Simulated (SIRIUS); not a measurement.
# CuO (Tenorite) under changes of volume

One of the cells (10.163 Å³/atom); the others are scaled copies at fixed shape and fractional positions:

```
Cu O
1.0
     2.34465   -1.71340    0.00000
     2.34465    1.71340    0.00000
    -0.86055    0.00000    5.05944
Cu O
2 2
Direct
  0.49680 0.00320 0.50000
  0.00320 0.49680 0.00000
  0.40560 0.57140 0.75370
  0.57140 0.40560 0.25370
```

```yaml
Program: SIRIUS 7.12.0
Functional: PBEsol
Potentials_or_basis: PseudoDojo 0.4.1 PBEsol standard (scalar relativistic)
Cutoff: 1254 eV
Density_cutoff: 5016 eV
k_mesh: 10 × 10 × 5
Occupations: fermi-dirac, width 0.05 eV
Spin: no spin polarisation
```

```csv
volume (Å³/atom),energy over the lowest point (meV/atom),pressure (GPa),largest force (eV/Å)
9.553,12.39,9.4,0.917
9.756,3.44,4.8,0.845
9.959,0.00,0.7,0.780
10.163,?,?,?
10.366,7.33,-6.2,0.758
10.569,17.09,-9.1,0.757
10.772,30.31,-11.7,0.761
```

What does the run at 10.163 Å³/atom give?

Energy over the lowest point 1.48 meV/atom; pressure -3.0 GPa; largest force 0.765 eV/Å.

Worked out: A Birch-Murnaghan fit of order 3 (a polynomial in V^(-2/3)) to the other rows has its minimum at 10.00 Å³/atom with B0 = V·E''(V) = 186 GPa and B' = 4.7 at fixed shape and positions, which overstates the stiffness. It gives 1.48 meV/atom at 10.163 Å³/atom, against the run's 1.48, and -dE/dV = -3.0 GPa, against -3.0.

Energies are extrapolated to zero smearing.

Caveats: the run has no spin polarisation, though such a crystal can be magnetic.
